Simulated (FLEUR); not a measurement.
A run of FLEUR MaX-R8.1 (later development tree) is set up as follows.

The input inp.xml:

```xml
<?xml version="1.0" encoding="UTF-8" standalone="no"?>
<fleurInput fleurInputVersion="0.39">
   <comment>
      Cr                                                                                                  
   </comment>
   <calculationSetup>
      <cutoffs Kmax="4.14" Gmax="12.8" GmaxXC="12.8" numbands="0"/>
      <scfLoop itmax="80" minDistance="0.0001" maxIterBroyd="30" imix="Anderson" alpha="0.05" precondParam="0.0" spinf="2.0" sdNocoIR="T"/>
      <coreElectrons ctail="F" frcor="F" kcrel="0" coretail_lmax="0"/>
      <xcFunctional name="LibXC" relativisticCorrections="F">
         <LibXCName exchange="mgga_x_r2scan" correlation="mgga_c_r2scan"/>
         <AuxGGA exchange="117" correlation="130"/>
      </xcFunctional>
      <magnetism jspins="2"/>
      <soc l_soc="F" theta="0.0" phi="0.0" spav="F"/>
      <expertModes spex="0" secvar="F"/>
      <geometryOptimization l_f="F" forcealpha="1.0" forcemix="BFGS" epsdisp="0.00001" epsforce="0.00001"/>
      <ldaU l_linMix="F" mixParam="0.05" spinf="1.0"/>
   </calculationSetup>
   <cell>
      <bzIntegration valenceElectrons="28.0" mode="hist" fermiSmearingEnergy="0.00183747">
         <kPointListSelection listName="default-1"/>
         <!-- k-points included here -->
         <xi:include xmlns:xi="http://www.w3.org/2001/XInclude" href="kpts.xml"> </xi:include>
      </bzIntegration>
      <!-- symmetry operations included here -->
      <xi:include xmlns:xi="http://www.w3.org/2001/XInclude" href="sym.xml"> </xi:include>
      <bulkLattice scale="1.0">
         <bravaisMatrix>
            <row-1>    5.1287167021643993     0.0000000000000000     0.0000000000000000</row-1>
            <row-2>   -2.5643583510821997     4.4415989529427842     0.0000000000000000</row-2>
            <row-3>    0.0000000000000000     0.0000000000000000     8.3336922094859993</row-3>
         </bravaisMatrix>
      </bulkLattice>
   </cell>
   <atomSpecies>
      <species name="Chromium (3.000" element="Cr" atomicNumber="24">
         <mtSphere radius="2.37" gridPoints="783" logIncrement="0.015"/>
         <atomicCutoffs lmax="9" lnonsphr="9"/>
         <electronConfig flipSpins="F">
            <coreConfig>(1s1/2) (2s1/2) (2p1/2) (2p3/2)</coreConfig>
            <valenceConfig>(3s1/2) (3p1/2) (3p3/2) (4s1/2) (3d3/2) (3d5/2)</valenceConfig>
            <stateOccupation state="(4s1/2)" spinUp="0.5" spinDown="0.5"/>
            <stateOccupation state="(3d3/2)" spinUp="1.0" spinDown="1.0"/>
            <stateOccupation state="(3d5/2)" spinUp="3.0" spinDown="0.0"/>
         </electronConfig>
         <energyParameters s="4" p="4" d="3" f="4"/>
         <lo type="SCLO" l="0" n="3" eDeriv="0"/>
         <lo type="SCLO" l="1" n="3" eDeriv="0"/>
         <lo type="SCLO" l="1" n="3" eDeriv="1"/>
         <lo type="SCLO" l="2" n="3" eDeriv="2"/>
         <lo type="SCLO" l="3" n="4" eDeriv="2"/>
      </species>
   </atomSpecies>
   <atomGroups>
      <atomGroup species="Chromium (3.000">
         <relPos label="                   1">-1.000/3.000 1.000/3.000 -1.000/4.000</relPos>
         <relPos label="                   2">1.000/3.000 -1.000/3.000 1.000/4.000</relPos>
         <force calculate="T" relaxXYZ="TTT"/>
      </atomGroup>
   </atomGroups>
   <output dos="F" band="F" slice="F">
      <checks vchk="F" cdinf="F"/>
      <bandDOS minEnergy="-.5*Htr" maxEnergy="0.5*Htr" sigma="0.015" storeEVData="T"/>
      <vacuumDOS vacdos="F" integ="F" star="F" nstars="0" locx1="0.0" locy1="0.0" locx2="0.0" locy2="0.0" nstm="0" tworkf="0.0"/>
      <unfoldingBand unfoldBand="F" supercellX="1" supercellY="1" supercellZ="1"/>
      <plotting iplot="0" polar="F">
         <plot TwoD="T" vec1="  1.0  0.0  0.0" vec2="  0.0  1.0  0.0" vec3="  0.0  0.0  1.0" zero="  0.0  0.0  0.0" file="plot"/>
      </plotting>
      <chargeDensitySlicing numkpt="0" minEigenval="0.0" maxEigenval="0.0" nnne="0" pallst="F"/>
      <specialOutput eonly="F"/>
      <moessbauerParams electricFieldGradient="T" isomerShift="T" coreHyperfine="T" valenceHyperfine="T"/>
      <magneticCircularDichroism mcd="F" energyLo="-10.0" energyUp="0.0"/>
   </output>
  <!-- We include the file relax.xml here to enable relaxations (see documentation) -->
  <xi:include xmlns:xi="http://www.w3.org/2001/XInclude" href="relax.xml"> <xi:fallback/> </xi:include>
</fleurInput>
```

crystal.txt

```
Cr
&input cartesian=F /
2.7140000000  0.0000000000  0.0000000000
-1.3570000000  2.3503929459  0.0000000000
0.0000000000  0.0000000000  4.4100000000
1.8897261246
1.0 1.0 1.0

2
24 0.6666666666  0.3333333332  0.7500000000 : 3.000
24 0.3333333332  0.6666666666  0.2500000000 : 3.000

&kpt div1=11 div2=11 div3=6 gamma=T /
```

inp.xml (bands)

```
<?xml version="1.0" encoding="UTF-8" standalone="no"?>
<fleurInput fleurInputVersion="0.39">
   <comment>
      Cr                                                                                                  
   </comment>
   <calculationSetup>
      <cutoffs Kmax="4.14" Gmax="12.8" GmaxXC="12.8" numbands="0"/>
      <scfLoop itmax="80" minDistance="0.0001" maxIterBroyd="30" imix="Anderson" alpha="0.05" precondParam="0.0" spinf="2.0" sdNocoIR="T"/>
      <coreElectrons ctail="F" frcor="F" kcrel="0" coretail_lmax="0"/>
      <xcFunctional name="LibXC" relativisticCorrections="F">
         <LibXCName exchange="mgga_x_r2scan" correlation="mgga_c_r2scan"/>
         <AuxGGA exchange="117" correlation="130"/>
      </xcFunctional>
      <magnetism jspins="2"/>
      <soc l_soc="F" theta="0.0" phi="0.0" spav="F"/>
      <expertModes spex="0" secvar="F"/>
      <geometryOptimization l_f="F" forcealpha="1.0" forcemix="BFGS" epsdisp="0.00001" epsforce="0.00001"/>
      <ldaU l_linMix="F" mixParam="0.05" spinf="1.0"/>
   </calculationSetup>
   <cell>
      <bzIntegration valenceElectrons="28.0" mode="hist" fermiSmearingEnergy="0.00183747">
         <kPointListSelection listName="path-1"/>
         <!-- k-points included here -->
         <xi:include xmlns:xi="http://www.w3.org/2001/XInclude" href="kpts.xml"> </xi:include>
      </bzIntegration>
      <!-- symmetry operations included here -->
      <xi:include xmlns:xi="http://www.w3.org/2001/XInclude" href="sym.xml"> </xi:include>
      <bulkLattice scale="1.0">
         <bravaisMatrix>
            <row-1>    5.1287167021643993     0.0000000000000000     0.0000000000000000</row-1>
            <row-2>   -2.5643583510821997     4.4415989529427842     0.0000000000000000</row-2>
            <row-3>    0.0000000000000000     0.0000000000000000     8.3336922094859993</row-3>
         </bravaisMatrix>
      </bulkLattice>
   </cell>
   <atomSpecies>
      <species name="Chromium (3.000" element="Cr" atomicNumber="24">
         <mtSphere radius="2.37" gridPoints="783" logIncrement="0.015"/>
         <atomicCutoffs lmax="9" lnonsphr="9"/>
         <electronConfig flipSpins="F">
            <coreConfig>(1s1/2) (2s1/2) (2p1/2) (2p3/2)</coreConfig>
            <valenceConfig>(3s1/2) (3p1/2) (3p3/2) (4s1/2) (3d3/2) (3d5/2)</valenceConfig>
            <stateOccupation state="(4s1/2)" spinUp="0.5" spinDown="0.5"/>
            <stateOccupation state="(3d3/2)" spinUp="1.0" spinDown="1.0"/>
            <stateOccupation state="(3d5/2)" spinUp="3.0" spinDown="0.0"/>
         </electronConfig>
         <energyParameters s="4" p="4" d="3" f="4"/>
         <lo type="SCLO" l="0" n="3" eDeriv="0"/>
         <lo type="SCLO" l="1" n="3" eDeriv="0"/>
         <lo type="SCLO" l="1" n="3" eDeriv="1"/>
         <lo type="SCLO" l="2" n="3" eDeriv="2"/>
         <lo type="SCLO" l="3" n="4" eDeriv="2"/>
      </species>
   </atomSpecies>
   <atomGroups>
      <atomGroup species="Chromium (3.000">
         <relPos label="                   1">-1.000/3.000 1.000/3.000 -1.000/4.000</relPos>
         <relPos label="                   2">1.000/3.000 -1.000/3.000 1.000/4.000</relPos>
         <force calculate="T" relaxXYZ="TTT"/>
      </atomGroup>
   </atomGroups>
   <output dos="F" band="T" slice="F">
      <checks vchk="F" cdinf="F"/>
      <bandDOS minEnergy="-.5*Htr" maxEnergy="0.5*Htr" sigma="0.015" storeEVData="T"/>
      <vacuumDOS vacdos="F" integ="F" star="F" nstars="0" locx1="0.0" locy1="0.0" locx2="0.0" locy2="0.0" nstm="0" tworkf="0.0"/>
      <unfoldingBand unfoldBand="F" supercellX="1" supercellY="1" supercellZ="1"/>
      <plotting iplot="0" polar="F">
         <plot TwoD="T" vec1="  1.0  0.0  0.0" vec2="  0.0  1.0  0.0" vec3="  0.0  0.0  1.0" zero="  0.0  0.0  0.0" file="plot"/>
      </plotting>
      <chargeDensitySlicing numkpt="0" minEigenval="0.0" maxEigenval="0.0" nnne="0" pallst="F"/>
      <specialOutput eonly="F"/>
      <moessbauerParams electricFieldGradient="T" isomerShift="T" coreHyperfine="T" valenceHyperfine="T"/>
      <magneticCircularDichroism mcd="F" energyLo="-10.0" energyUp="0.0"/>
   </output>
  <!-- We include the file relax.xml here to enable relaxations (see documentation) -->
  <xi:include xmlns:xi="http://www.w3.org/2001/XInclude" href="relax.xml"> <xi:fallback/> </xi:include>
</fleurInput>
```

Potentials or basis: all-electron, FLAPW.

Command:

```bash
$ inpgen -f crystal.txt -profile fastHighL
$ # inp.xml edited to the form shown
$ fleur_MPI
$ fleur_MPI   # second run, on inp.xml (bands)
```

Problem. What does it give for the net moment?

Solution. 4.11 μB per cell.

Problem. What does it give for the band gap along the path?

Solution. None (metal or under the smearing width).

Problem. Predict the site moments.

Solution. Cr +1.98 μB.

Core levels (eV from the Fermi level):
```
atom                                                   levels
1 Cr  1s1/2 -5878.3, 2s1/2 -665.8, 2p1/2 -564.8, 2p3/2 -556.1
2 Cr  1s1/2 -5878.3, 2s1/2 -665.8, 2p1/2 -564.8, 2p3/2 -556.1
```

Caveat: the meta-GGA is that of a development version, with a GGA for the radial functions and cores and without core tails.
